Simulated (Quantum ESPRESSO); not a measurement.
Crystal: MgS (Niningerite).

```
S Mg
1.0
     0.00000    2.60165    2.60165
     2.60165    0.00000    2.60165
     2.60165    2.60165    0.00000
S Mg
1 1
Direct
  0.50000 0.50000 0.50000
  0.00000 0.00000 0.00000
```

```yaml
Program: Quantum ESPRESSO 7.5
Task: relaxation of cell and atoms
Functional: PBEsol
Dispersion: D3(BJ)
Potentials_or_basis: GBRV 1.5 PBEsol
Cutoff: 612 eV
Density_cutoff: 4898 eV
k_mesh: 9 × 9 × 9
Occupations: fermi-dirac, width 0.05 eV
Spin: no spin polarisation
```

At the start: pressure -3.5 GPa; volume 17.61 Å³/atom.

Q: How do energy, volume and symmetry change on relaxing?

A: Over 3 steps the energy falls by 8.5 meV/atom and the volume is 16.80 Å³/atom (-4.6 %); space group Fm-3m (No. 225, to 0.05 Å).

The path:
```
step  energy change (eV)  largest force (eV/Å)  pressure (GPa)  volume (Å³)
   1              0.0000                0.0000           -3.48        35.22
   2             -0.0056                0.0000           -2.90        34.93
   3             -0.0170                0.0000            0.13        33.60
```

Final structure:
```xyz
2
Lattice="0.0000 2.5611 2.5611 2.5611 0.0000 2.5611 2.5611 2.5611 0.0000" Properties=species:S:1:pos:R:3 pbc="T T T"
S     2.5611    2.5611    2.5611
Mg    0.0000    0.0000    0.0000
```
